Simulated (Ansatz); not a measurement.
**From a trial cell to the properties of Cu (bcc)**

Computed with Ansatz (plane waves, PAW, 420 eV cutoff): PBE, scalar-relativistic, no spin polarisation, 20×20×20 k-mesh, Gaussian smearing of 0.05 eV; PAW files: Ansatz's generated set soft_2.

At room temperature and ambient pressure Cu is fcc.

Starting cell:

```cif
data_structure
_symmetry_space_group_name_H-M 'P 1'
_symmetry_Int_Tables_number 1
_cell_length_a 2.4814
_cell_length_b 2.4814
_cell_length_c 2.4814
_cell_angle_alpha 109.471
_cell_angle_beta 109.471
_cell_angle_gamma 109.471
_cell_volume 11.76
loop_
_atom_site_label
_atom_site_type_symbol
_atom_site_fract_x
_atom_site_fract_y
_atom_site_fract_z
_atom_site_occupancy
Cu1 Cu 0.00000 0.00000 0.00000 1
```

The runs in order:

| run | level | k-mesh | kind | V (Å³/atom) | P (GPa) | E − E(final) (meV/atom) | gap on the mesh (eV) |
| --- | --- | --- | --- | --- | --- | --- | --- |
| 1 | PBE | 20×20×20 | fixed cell | 11.76 | 2.9 | 2.1 | metal |
| 2 | PBE | 20×20×20 | fixed cell | 11.99 | 0.1 | 0.0 | metal |

Cell and atoms are those of this level's equilibrium.

The final structure (symmetry read at 0.01 Å). The structure is cubic, space group Im-3m (No. 229). The conventional cell has a = 2.884 Å, b = 2.884 Å, c = 2.884 Å, α = 90.00°, β = 90.00°, γ = 90.00°. Around Cu (site symmetry m-3m) lie 8 Cu at 2.50 Å. (Shells end 15 % past the nearest neighbour.)

At the final geometry the gap, band path included, is zero (metallic). 

**Why it comes out so.**

The calculation's cell holds 19 valence electrons, an odd number. Without magnetic order each band takes two, so one stays part-filled and the crystal must be a metal. (Only strong correlation, outside this picture, could make a Mott insulator of it.)
